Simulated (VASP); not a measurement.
The system is Zn.

```
Zn
1.0
     0.00000    1.96478    1.96478
     1.96478    0.00000    1.96478
     1.96478    1.96478    0.00000
Zn
1
Direct
  0.00000 0.00000 0.00000
```

This isn't the form of Zn at room conditions, which is hcp.

- Program: VASP 6.6.1
- Task: relaxation of cell and atoms
- Functional: LDA
- Potentials or basis: VASP PAW LDA potentials, release 64 (Zn)
- Cutoff: 600 eV
- k mesh: 10 × 10 × 10
- Occupations: fermi-dirac, width 0.05 eV
- Spin: no spin polarisation

At the start: pressure -8.4 GPa; volume 15.17 Å³/atom.

How do energy, volume and symmetry change on relaxing?

Over 8 steps the energy falls by 47.9 meV/atom and the volume is 13.53 Å³/atom (-10.8 %); space group Fm-3m (No. 225, to 0.05 Å).

Step by step:
```tsv
step	energy change (eV)	largest force (eV/Å)	pressure (GPa)	volume (Å³)
1	0.0000	0.0000	-8.36	15.17
2	-0.0479	0.0000	-0.17	13.50
3	-0.0478	0.0000	0.30	13.47
4	-0.0479	0.0000	0.34	13.52
5	-0.0475	0.0000	-0.58	13.67
6	-0.0479	0.0000	-0.71	13.57
7	-0.0479	0.0000	-0.27	13.54
8	-0.0479	0.0000	0.00	13.53
```

Final structure:
```yaml
crystal:
  lattice:
    - [0.00000, 1.89124, 1.89124]
    - [1.89124, 0.00000, 1.89124]
    - [1.89124, 1.89124, 0.00000]
  atoms:
    - { symbol: Zn, position: [0.00000, 0.00000, 0.00000] }
```
